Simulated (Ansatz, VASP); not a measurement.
## Cu in VASP and in Ansatz

INCAR

```
PREC     = Accurate       # precision mode
ENCUT    = 520            # plane-wave cutoff, eV
EDIFF    = 1E-7           # SCF threshold, eV
ISMEAR   = 0              # smearing method
SIGMA    = 0.15           # smearing width, eV
LREAL    = False          # projectors in reciprocal space
LASPH    = True           # aspherical terms in the spheres
NELM     = 60             # most SCF steps
ALGO     = Fast           # electronic algorithm
ISIF     = 2              # what is computed and relaxed
LWAVE    = False          # write WAVECAR
LCHARG   = False          # write CHGCAR
GGA      = PS             # functional
NBANDS   = 12             # bands
```

File KPOINTS:

```
Automatic mesh
0
Gamma
  22 22 22
```

The input POSCAR:

```
Cu
1.0
    0.0000000000      1.8798000000      1.8798000000
    1.8798000000      0.0000000000      1.8798000000
    1.8798000000      1.8798000000      0.0000000000
Cu
1
Direct
    0.0000000000      0.0000000000      0.0000000000
```

Input for Ansatz:

```yaml
crystal:
  lattice:
    - [0.0, 1.8798, 1.8798]
    - [1.8798, 0.0, 1.8798]
    - [1.8798, 1.8798, 0.0]
  atoms:
    - { symbol: Cu, position: [0.0, 0.0, 0.0] }
basis:
  ecutwfc: 420
kpoints:
  mp_grid: { grid: [22, 22, 22] }
hamiltonian:
  xc: pbesol
scf:
  occupations: { method: gaussian, width: 0.15 }
output:
  forces: true
  stress: true
  eigenvalues: true
```

Change from the starting cell: strain +0.040 along x and y, +0.040 along z, atoms carried along.

Alike in both runs: task single point; functional PBEsol; k mesh 22 × 22 × 22; occupations gaussian, width 0.15 eV; no spin polarisation.

```csv
,VASP,Ansatz
version,VASP 6.6.1,Ansatz 0.2.0
potentials or method,"VASP PAW PBE potentials, release 64 (Cu)","scalar-relativistic, plane waves, PAW"
plane-wave cutoff (eV),520,420
valence electrons in the cell,11,19
```

VASP gave:

- gap on the k mesh at the Fermi level (eV): none
- pressure (GPa): -17.4

Q: Estimate Ansatz's values.

A: gap on the k mesh at the Fermi level (eV): none; pressure (GPa): -18.0.

A gap of «none» marks a metal or a gap that the smearing closes. The two sets of potentials don't hold the same shells in valence.

Caveats: so large a pressure means that the cell lies far from this level's equilibrium, or that cutoff or potentials fall short (VASP); the potentials were made for another functional, which shifts forces and pressure (VASP).
